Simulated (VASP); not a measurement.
# PbF2 (Fluorocronite) (Fm-3m) in VASP: notebook, part 2 of 2

VASP 6.6.1.

## Step 3: Phonons, LDA

This run uses another cell than the first one, of 16.36 Å³/atom, 0.912 times its volume.

File POSCAR:

```
PbF2
1.0
   -0.0000000000      2.9057330290      2.9057330290
    2.9057330290      0.0000000000      2.9057330290
    2.9057330290      2.9057330290      0.0000000000
  Pb              F
     1     2
Direct
     1.0000000000000000    0.0000000000000000    1.0000000000000000
     0.2500000000000000    0.2500000000000000    0.2500000000000000
     0.7500000000000000    0.7500000000000000    0.7500000000000000
```

File INCAR.step1:

```
SYSTEM = PbF2
ALGO = Normal
EDIFF = 1E-8
EDIFFG = -0.002
ENCUT = 600
IBRION = 2
ISIF = 3
ISMEAR = 0
KPAR = 2
LASPH = .TRUE.
LCHARG = .FALSE.
LREAL = .FALSE.
LWAVE = .FALSE.
NELM = 80
NSW = 40
PREC = Accurate
SIGMA = 0.03
```

File INCAR.step2:

```
SYSTEM = PbF2
ALGO = Normal
EDIFF = 1E-8
ENCUT = 600
IBRION = 6
ISIF = 2
ISMEAR = 0
KPAR = 2
LASPH = .TRUE.
LCHARG = .FALSE.
LREAL = .FALSE.
LWAVE = .FALSE.
NELM = 80
NFREE = 2
NSW = 1
POTIM = 0.015
PREC = Accurate
SIGMA = 0.03
```

File KPOINTS:

```
k-points
0
G
  8 8 8
  0 0 0
```

Potentials or basis: VASP PAW LDA potentials, release 64 (Pb_d, F).

Started as:

```bash
$ cat potpaw_LDA.64/Pb_d/POTCAR potpaw_LDA.64/F/POTCAR > POTCAR
$ cp INCAR.step1 INCAR
$ mpirun -np 2 vasp_std > vasp.out
$ cp CONTCAR POSCAR
$ cp INCAR.step2 INCAR
$ mpirun -np 2 vasp_std > vasp.out
```

OUTCAR:

```text
SYSTEM = PbF2
   EDIFF = 1E-8
   ENCUT = 600
   IBRION = 6
   ISIF = 2
   ISMEAR = 0
   LASPH = .TRUE.
   LREAL = .FALSE.
   NELM = 80
   NFREE = 2
   NSW = 1
   POTIM = 0.015
   PREC = Accurate

 ion  position               nearest neighbor table
   1  0.000  0.000  0.000-   3 2.52   3 2.52   3 2.52   2 2.52   2 2.52   2 2.52   3 2.52   2 2.52

   2  0.250  0.250  0.250-   1 2.52   1 2.52   1 2.52   1 2.52
   3  0.750  0.750  0.750-   1 2.52   1 2.52   1 2.52   1 2.52

  LATTYP: Found a face centered cubic cell.
 ALAT       =     5.8108740714

  Lattice vectors:

 A1 = (   0.0000000000,   2.9054370357,   2.9054370357)
 A2 = (   2.9054370357,   0.0000000000,   2.9054370357)
 A3 = (   2.9054370357,   2.9054370357,   0.0000000000)
[... 858 lines left out ...]
  Total        0.0037054      0.0031582      0.0031582      0.0000000      0.0531133      0.0000000
  in kB        0.1210278      0.1031536      0.1031536      0.0000000      1.7347987      0.0000000
  external PRESSURE =       0.1091117 kB  Pullay stress =       0.0000000 kB
[... 18 lines left out ...]
  FREE ENERGIE OF THE ION-ELECTRON SYSTEM (eV)
  ---------------------------------------------------
  free  energy   TOTEN  =       -15.9578830866 eV

  energy  without entropy=      -15.9578830866  energy(sigma->0) =      -15.95788309

 INTERNAL STRAIN TENSORS FROM DISPLACED ATOMS
 ============================================

 INTERNAL STRAIN TENSOR FOR ION    1 for displacements in x,y,z  (eV/Angst):
          X           Y           Z          XY          YZ          ZX
  --------------------------------------------------------------------------------
  x     0.00000     0.00000     0.00000     0.00000     0.00000     0.00000
  y     0.00000     0.00000     0.00000     0.00000     0.00000     0.00000
  z     0.00000     0.00000     0.00000     0.00000     0.00000     0.00000

 INTERNAL STRAIN TENSOR FOR ION    3 for displacements in x,y,z  (eV/Angst):
          X           Y           Z          XY          YZ          ZX
  --------------------------------------------------------------------------------
  x     0.00000     0.00000     0.00000     0.00000     3.53892     0.00000
  y    -0.00000     0.00000    -0.00000     0.00000     0.00000     3.53892
  z    -0.00000    -0.00000     0.00000     3.53892     0.00000     0.00000

 Eigenvectors and eigenvalues of the dynamical matrix
 ----------------------------------------------------

   1 f  =    7.862523 THz    49.401687 2PiTHz  262.265528 cm-1    32.516767 meV
             X         Y         Z           dx          dy          dz
      0.000000  0.000000  0.000000     0.000000    0.000000   -0.000000
      1.452719  1.452719  1.452719     0.706889    0.017530    0.000000
      4.358156  4.358156  4.358156    -0.706889   -0.017530   -0.000000
[... 43 lines left out ...]
   9 f/i=    0.004845 THz     0.030443 2PiTHz    0.161617 cm-1     0.020038 meV
             X         Y         Z           dx          dy          dz
      0.000000  0.000000  0.000000    -0.028781   -0.075657    0.916180
      1.452719  1.452719  1.452719    -0.008685   -0.022830    0.276467
      4.358156  4.358156  4.358156    -0.008685   -0.022830    0.276467

 ELASTIC MODULI CONTR FROM IONIC RELAXATION (kBar)
 Direction    XX          YY          ZZ          XY          YZ          ZX
 --------------------------------------------------------------------------------
 XX          -0.0000     -0.0000     -0.0000      0.0000      0.0000      0.0000
 YY          -0.0000     -0.0000     -0.0000      0.0000     -0.0000     -0.0000
 ZZ          -0.0000     -0.0000     -0.0000      0.0000     -0.0000      0.0000
 XY           0.0000      0.0000      0.0000   -170.2497      0.0000     -0.0000
 YZ           0.0000     -0.0000     -0.0000      0.0000   -170.2497     -0.0000
 ZX           0.0000     -0.0000      0.0000     -0.0000     -0.0000   -170.2497
 --------------------------------------------------------------------------------
```

OUTCAR.step1:

```text
SYSTEM = PbF2
   EDIFF = 1E-8
   EDIFFG = -0.002
   ENCUT = 600
   IBRION = 2
   ISIF = 3
   ISMEAR = 0
   LASPH = .TRUE.
[... 782 lines left out ...]
      1.45272      1.45272      1.45272         0.000000      0.000000      0.000000
      4.35816      4.35816      4.35816        -0.000000     -0.000000     -0.000000
 -----------------------------------------------------------------------------------
    total drift:                                0.000000      0.000000      0.000000

  FREE ENERGIE OF THE ION-ELECTRON SYSTEM (eV)
  ---------------------------------------------------
  free  energy   TOTEN  =       -15.9582096324 eV

  energy  without entropy=      -15.9582096324  energy(sigma->0) =      -15.95820963

 reached required accuracy - stopping structural energy minimisation
```

OSZICAR.step1:

```text
N       E                     dE             d eps       ncg     rms          rms(c)
DAV:   1     0.314023710384E+03    0.31402E+03   -0.16368E+04  1044   0.198E+03
DAV:   2     0.108382510177E+02   -0.30319E+03   -0.29212E+03  1180   0.478E+02
[... 15 lines left out ...]
DAV:   1    -0.159582407823E+02   -0.31697E-04   -0.81332E-04  1314   0.428E-01    0.400E-02
DAV:   2    -0.159582124556E+02    0.28327E-04   -0.13357E-04  1100   0.122E-01    0.834E-03
DAV:   3    -0.159582099957E+02    0.24598E-05   -0.73349E-06  1332   0.473E-02    0.360E-03
DAV:   4    -0.159582096389E+02    0.35679E-06   -0.20550E-06  1172   0.229E-02    0.126E-03
DAV:   5    -0.159582096501E+02   -0.11200E-07   -0.30365E-07  1156   0.728E-03    0.775E-04
DAV:   6    -0.159582096325E+02    0.17605E-07   -0.74436E-08  1228   0.388E-03    0.172E-04
DAV:   7    -0.159582096324E+02    0.14143E-09   -0.48685E-09   530   0.777E-04
   2 F= -.15958210E+02 E0= -.15958210E+02  d E =-.548046E-06
```

It took 2.2 min on 2 MPI ranks of AMD EPYC 9R14 (Zen 4), shared host; peak memory 0.26 GiB.

What came out:

| Item | Value |
| --- | --- |
| Highest phonon frequency at Γ, LO-TO splitting left out | 262 cm⁻¹ |

Phonon frequencies in cm⁻¹ (negative: imaginary):
| q point | frequencies |
| --- | --- |
| (0.000, 0.000, 0.000) | 0 0 0 130 130 130 262 262 262 |

The run has no spin-orbit coupling, so splittings on Pb are missing.

## Step 4: Dielectric tensor, LDA

This run uses another cell than the first one, of 16.35 Å³/atom, 0.911 times its volume.

File INCAR:

```
SYSTEM = PbF2
ALGO = Normal
EDIFF = 1E-8
ENCUT = 600
ISIF = 2
ISMEAR = 0
KPAR = 2
LASPH = .TRUE.
LCHARG = .FALSE.
LEPSILON = .TRUE.
LREAL = .FALSE.
LWAVE = .FALSE.
NELM = 80
PREC = Accurate
SIGMA = 0.03
```

File KPOINTS:

```
k-points
0
Monkhorst
  14 14 14
  0 0 0
```

File POSCAR:

```
PbF2                                    
1.0
   -0.0000000000      2.9054370357      2.9054370357
    2.9054370357     -0.0000000000      2.9054370357
    2.9054370357      2.9054370357     -0.0000000000
  Pb              F             
     1     2
Direct
     0.0000000000000000    1.0000000000000000    0.0000000000000000
     0.2500000000000000    0.2500000000000000    0.2500000000000000
     0.7500000000000000    0.7500000000000000    0.7500000000000000
```

Potentials or basis: VASP PAW LDA potentials, release 64 (Pb_d, F).

Started as:

```bash
$ cat potpaw_LDA.64/Pb_d/POTCAR potpaw_LDA.64/F/POTCAR > POTCAR
$ mpirun -np 2 vasp_std > vasp.out
```

OUTCAR:

```text
SYSTEM = PbF2
   EDIFF = 1E-8
   ENCUT = 600
   ISIF = 2
   ISMEAR = 0
   LASPH = .TRUE.
   LEPSILON = .TRUE.
   LREAL = .FALSE.
   NELM = 80
   PREC = Accurate

 ion  position               nearest neighbor table
   1  0.000  0.000  0.000-   3 2.52   3 2.52   2 2.52   2 2.52   3 2.52   2 2.52   3 2.52   2 2.52

   2  0.250  0.250  0.250-   1 2.52   1 2.52   1 2.52   1 2.52
   3  0.750  0.750  0.750-   1 2.52   1 2.52   1 2.52   1 2.52

  LATTYP: Found a face centered cubic cell.
 ALAT       =     5.8108740714

  Lattice vectors:

 A1 = (   0.0000000000,   2.9054370357,   2.9054370357)
 A2 = (   2.9054370357,   0.0000000000,   2.9054370357)
 A3 = (   2.9054370357,   2.9054370357,   0.0000000000)

Analysis of symmetry for initial positions (statically):
=====================================================================
 Subroutine PRICEL returns:
 Original cell was already a primitive cell.

 Routine SETGRP: Setting up the symmetry group for a
 face centered cubic supercell.

 Subroutine GETGRP returns: Found 48 space group operations
 (whereof 48 operations were pure point group operations)
 out of a pool of 48 trial point group operations.

The static configuration has the point symmetry O_h .

Analysis of symmetry for dynamics (positions and initial velocities):
=====================================================================
 Subroutine PRICEL returns:
 Original cell was already a primitive cell.

 Routine SETGRP: Setting up the symmetry group for a
 face centered cubic supercell.

 Subroutine GETGRP returns: Found 48 space group operations
 (whereof 48 operations were pure point group operations)
 out of a pool of 48 trial point group operations.

The dynamic configuration has the point symmetry O_h .

 Subroutine INISYM returns: Found 48 space group operations
 (whereof 48 operations are pure point group operations),
 and found     1 'primitive' translations

----------------------------------------------------------------------------------------

                                     Primitive cell

  volume of cell :      49.0529

  direct lattice vectors                    reciprocal lattice vectors
     0.000000000  2.905437036  2.905437036    -0.172091150  0.172091150  0.172091150
     2.905437036  0.000000000  2.905437036     0.172091150 -0.172091150  0.172091150
     2.905437036  2.905437036  0.000000000     0.172091150  0.172091150 -0.172091150

  length of vectors
     4.108908461  4.108908461  4.108908461     0.298070615  0.298070615  0.298070615

  position of ions in fractional coordinates (direct lattice)
     0.000000000  0.000000000  0.000000000
     0.250000000  0.250000000  0.250000000
     0.750000000  0.750000000  0.750000000

  ion indices of the primitive-cell ions
[... 615 lines left out ...]
      5     -12.0580      2.00000
      6     -12.0402      2.00000
[... 10 lines left out ...]
     17       9.6087      0.00000
     18      14.6740      0.00000

 [... further k-points ...]

  FORCE on cell =-STRESS in cart. coord.  units (eV):
  Direction    XX          YY          ZZ          XY          YZ          ZX
  --------------------------------------------------------------------------------------
  -------------------------------------------------------------------------------------
  Total        0.0019242      0.0019242      0.0019242     -0.0000000      0.0000000      0.0000000
  in kB        0.0628483      0.0628483      0.0628483     -0.0000000      0.0000000      0.0000000
  external PRESSURE =       0.0628483 kB  Pullay stress =       0.0000000 kB

 VOLUME and BASIS-vectors are now :
 -----------------------------------------------------------------------------
  energy-cutoff  :      600.00
  volume of cell :       49.05
      direct lattice vectors                 reciprocal lattice vectors
     0.000000000  2.905437036  2.905437036    -0.172091150  0.172091150  0.172091150
     2.905437036  0.000000000  2.905437036     0.172091150 -0.172091150  0.172091150
     2.905437036  2.905437036  0.000000000     0.172091150  0.172091150 -0.172091150

 POSITION                                       TOTAL-FORCE (eV/Angst)
 -----------------------------------------------------------------------------------
      0.00000      0.00000      0.00000         0.000000      0.000000     -0.000000
      1.45272      1.45272      1.45272         0.000000      0.000000      0.000000
      4.35816      4.35816      4.35816        -0.000000     -0.000000     -0.000000
 -----------------------------------------------------------------------------------
    total drift:                                0.000000      0.000000      0.000000

  FREE ENERGIE OF THE ION-ELECTRON SYSTEM (eV)
  ---------------------------------------------------
  free  energy   TOTEN  =       -15.9581272258 eV

  energy  without entropy=      -15.9581272258  energy(sigma->0) =      -15.95812723

 HEAD OF MICROSCOPIC STATIC DIELECTRIC TENSOR (INDEPENDENT PARTICLE, excluding Hartree and local field effects)
 ------------------------------------------------------
           3.883100    -0.000000    -0.000000
           0.000000     3.883100    -0.000000
          -0.000000     0.000000     3.883100
 ------------------------------------------------------

 Free energy of the ion-electron system (eV)
  ---------------------------------------------------
  ---------------------------------------------------
  free energy    TOTEN  =        -0.35563800 eV

  energy without entropy =       -0.35563800

------------------------ aborting loop because EDIFF is reached ----------------------------------------

--------------------------------------- Ionic step        2  -------------------------------------------

------------------------ aborting loop because EDIFF is reached ----------------------------------------

--------------------------------------- Ionic step        3  -------------------------------------------

 Free energy of the ion-electron system (eV)
  ---------------------------------------------------
  ---------------------------------------------------
  free energy    TOTEN  =        -0.35563801 eV

  energy without entropy =       -0.35563801

------------------------ aborting loop because EDIFF is reached ----------------------------------------

 PIEZOELECTRIC TENSOR FIELD DIRECTION 3  (e Angst)
 -----------------------------------------------------------------------------
     0.00010  0.00000 -0.00000           ( -0.00002  0.00000  0.00000)
    -0.00000  0.00010  0.00000           (  0.00000 -0.00002  0.00000)
    -0.00000  0.00000 -0.00035           (  0.00000  0.00000 -0.00001)

 PIEZOELECTRIC TENSOR FIELD DIRECTION 3  (C/m^2)
 -----------------------------------------------------------------------------
     0.00003  0.00000 -0.00000
    -0.00000  0.00003  0.00000
    -0.00000  0.00000 -0.00011

 MACROSCOPIC STATIC DIELECTRIC TENSOR (including local field effects in DFT)
 ------------------------------------------------------
           3.463528     0.000000     0.000000
          -0.000000     3.463528     0.000000
          -0.000000    -0.000000     3.463528
 ------------------------------------------------------

 PIEZOELECTRIC TENSOR (including local field effects)  for field in x, y, z        (e  Angst)
          XX          YY          ZZ          XY          YZ          ZX
  --------------------------------------------------------------------------------
  x     0.00000     0.00000     0.00000     0.00000     0.00000     0.00000
  y     0.00000     0.00000     0.00000     0.00000     0.00000     0.00000
  z     0.00000     0.00000     0.00000     0.00000     0.00000     0.00000

 PIEZOELECTRIC TENSOR (including local field effects)  for field in x, y, z        (C/m^2)
          XX          YY          ZZ          XY          YZ          ZX
  --------------------------------------------------------------------------------
  x     0.00000     0.00000     0.00000     0.00000     0.00000     0.00000
  y     0.00000     0.00000     0.00000     0.00000     0.00000     0.00000
  z     0.00000     0.00000     0.00000     0.00000     0.00000     0.00000

 BORN EFFECTIVE CHARGES (including local field effects) (in |e|, cummulative output)
 ---------------------------------------------------------------------------------
 ion    1
    1     3.24650     0.00000     0.00000
    2     0.00000     3.24650     0.00000
    3     0.00000     0.00000     3.24650
 ion    2
    1    -1.62325     0.00000     0.00000
    2     0.00000    -1.62325     0.00000
    3     0.00000     0.00000    -1.62325
 ion    3
    1    -1.62325     0.00000     0.00000
    2     0.00000    -1.62325     0.00000
    3     0.00000     0.00000    -1.62325
```

Wall time 44 min (2 MPI ranks of AMD EPYC 9R14 (Zen 4), shared host); peak memory 1.7 GiB.

Results:

| Item | Value |
| --- | --- |
| Electronic dielectric tensor (diagonal) | 3.46 |
| Born charges (mean of the diagonal) | Pb +3.25; F -1.62 e |

Levels at points of the mesh, in eV from the valence-band top:
```tsv
k point	band 12	band 13	band 14	band 15	band 16	band 17
(0.04, 0.04, 0.04)	-2.39	-2.39	-2.34	6.55	6.62	6.62
```

Electronic dielectric tensor:
```
3.46 0.00 0.00
0.00 3.46 0.00
0.00 0.00 3.46
```

Born effective charge tensors (e):
atom 1, Pb
```
3.25 0.00 0.00
0.00 3.25 0.00
0.00 0.00 3.25
```
atom 2, F
```
-1.62  0.00  0.00
 0.00 -1.62  0.00
 0.00  0.00 -1.62
```
atom 3, F
```
-1.62  0.00  0.00
 0.00 -1.62  0.00
 0.00  0.00 -1.62
```

The run has no spin-orbit coupling, so splittings on Pb are missing.
